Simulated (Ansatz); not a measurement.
## Be under changes of volume

One of the cells (8.105 Å³/atom); the others are scaled copies at fixed shape and fractional positions:

```
Be
1.0
     2.28530    0.00000    0.00000
    -1.14265    1.97913    0.00000
     0.00000    0.00000    3.58420
Be
2
Cartesian
  1.1427 0.6597 2.6882
  0.0000 1.3194 0.8961
```

- Program: Ansatz 0.2.0
- Functional: PBE
- Potentials or basis: SPMS NC
- Cutoff: 707 eV (not typed: the program's choice for these potentials)
- k mesh: 13 × 13 × 8
- Occupations: fermi-dirac, width 0.05 eV
- Spin: no spin polarisation

| volume (Å³/atom) | energy over the lowest point (meV/atom) | pressure (GPa) |
| --- | --- | --- |
| 7.619 | 4.97 | 5.3 |
| 7.781 | ? | ? |
| 7.943 | 0.00 | -0.2 |
| 8.105 | 1.41 | -2.6 |
| 8.268 | 5.14 | -4.8 |
| 8.430 | 11.01 | -6.8 |
| 8.592 | 18.79 | -8.6 |

Q: What does the run at 7.781 Å³/atom give?

A: Energy over the lowest point 1.10 meV/atom; pressure 2.4 GPa.

Worked out: A Birch-Murnaghan fit of order 3 (a polynomial in V^(-2/3)) to the other rows has its minimum at 7.93 Å³/atom with B0 = V·E''(V) = 123 GPa and B' = 3.2 at fixed shape and positions, which overstates the stiffness. It gives 1.11 meV/atom at 7.781 Å³/atom, against the run's 1.10, and -dE/dV = 2.4 GPa, against 2.4.

Energies are extrapolated to zero smearing.
